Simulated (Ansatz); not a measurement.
## Sn: the change of energy less free atoms and pressure with volume per atom

Periodic Kohn-Sham DFT of a crystal at fixed atoms; pressure and stress are positive in compression; the energy is the free energy less that of spherical unpolarised free atoms; site moments are those in the method's own spheres, positive along +z. The results are calculated, by Ansatz 0.2.0.

Cell of the first row (space group Pm-3m, No. 221):
```
CELL_PARAMETERS angstrom
3.02490 0.00000 0.00000
0.00000 3.02490 0.00000
0.00000 0.00000 3.02490
ATOMIC_POSITIONS crystal
Sn 0.00000 0.00000 0.00000
```

Settings of every row: method all-electron LAPW; functional PBE; relativity scalar; k mesh 14x14x14; filling fermi-dirac; smearing width 0.03 eV; basis error target 1 meV/atom; nucleus gaussian.

Atom start moment: 0 on all atoms.

Limits: the cell comes from a prototype or a list of computed structures and needn't be the stable phase.

| row | volume per atom (Å³) | energy less free atoms (eV/atom) | pressure (GPa) |
| --- | --- | --- | --- |
| 1 | 27.678 | -3.7373 | 3.292 |
| 2 | 28.841 | -3.7525 | 0.985 |
| 3 | 29.429 | ? | ? |
| 4 | 30.018 | -3.7526 | -0.872 |
| 5 | 31.195 | -3.7406 | -2.346 |

Question: what energy less free atoms and pressure should row 3 give?

Worked fit of energy less free atoms. Take u = (V_r/V)^(2/3) − 1 with V_r = 29.43 Å³ an atom, which is twice the finite (Eulerian) strain; such expansions in the strain, on which the Birch-Murnaghan equation of state is built, carry the rest volume and the bulk modulus. The shown rows have u = 0.04177, 0.01357, -0.0131, -0.03808. Least squares give energy less free atoms = −3.75426 + 0.0053 × u + 9.578 × u² eV/atom; a straight line predicts inner rows, each left out in turn, worse (root mean square 0.0097 against 0.00018 eV/atom). The rows lie off it by 0.0000, -0.0001, 0.0001, 0.0000. Its lowest point lies at u = -0.0003, or V = 29.44 Å³ an atom, and the curvature there gives the bulk modulus at fixed shape and fractions, B = (4/9)(1 + u)² E″(u)/V = 46.3 GPa. The withheld row has u = 2e-05, so the fit gives −3.75426 + 0.0053 × (2e-05) + 9.578 × (2e-05)² = -3.7543 eV/atom.

The calculation gave -3.7543 eV/atom. The fit meets it to the printed digit.

Worked fit of pressure. Take u = (V_r/V)^(2/3) − 1 with V_r = 29.43 Å³ an atom, which is twice the finite (Eulerian) strain; such expansions in the strain, on which the Birch-Murnaghan equation of state is built, carry the rest volume and the bulk modulus. The shown rows have u = 0.04177, 0.01357, -0.0131, -0.03808. Least squares give pressure = 0.0019 + 69.787 × u + 214.4 × u² GPa; a straight line predicts inner rows, each left out in turn, worse (root mean square 0.22 against 0.0077 GPa). The rows lie off it by 0.001, -0.003, 0.004, -0.001. The pressure vanishes at u = -0.0000, or V = 29.43 Å³ an atom, and there the bulk modulus at fixed shape and fractions is B = −V dP/dV = (2/3)(1 + u) dP/du = 46.5 GPa. The withheld row has u = 2e-05, so the fit gives 0.0019 + 69.787 × (2e-05) + 214.4 × (2e-05)² = 0.003 GPa.

The calculation gave 0.003 GPa. The fit meets it to the printed digit.
